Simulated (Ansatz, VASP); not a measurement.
# Two plane-wave programs on FeO

```xyz
2
Lattice="1.5177 0.8762 2.5158 -1.5177 0.8762 2.5158 0.0000 -1.7525 2.5158" Properties=species:S:1:pos:R:3 pbc="T T T"
Fe    0.0000    0.0000    0.0000
O     0.0000    0.0000    3.7737
```

Alike in both runs: task single point; functional r2SCAN; k mesh 8 × 8 × 8; occupations gaussian, width 0.05 eV; no spin polarisation; Hubbard terms Fe d U = 2.0 eV.

```csv
,VASP,Ansatz
version,VASP 6.6.1,Ansatz 0.2.0
potentials or method,"VASP PAW PBE potentials, release 64 (Fe, O)","scalar-relativistic, plane waves, PAW"
plane-wave cutoff (eV),520,500
valence electrons in the cell,14,22
```

```tsv
	VASP	Ansatz	Ansatz less VASP
gap on the k mesh at the Fermi level (eV)	1.84	1.96	+0.125
least direct gap on the mesh (eV)	2.31	2.45	+0.131
pressure (GPa)	-25.2	-26.3	-1.10
largest component of the traceless stress (GPa)	1.74	1.80	+0.062
```

The programs project onto different local orbitals, so the same U acts differently. The two sets of potentials don't hold the same shells in valence.

Caveats: the PAW data sets were made with another functional, which shifts forces and pressure a little (VASP). Spin polarisation is off, so any magnetic state and its effect on volume and gap are missing. A k mesh can miss the band edges.
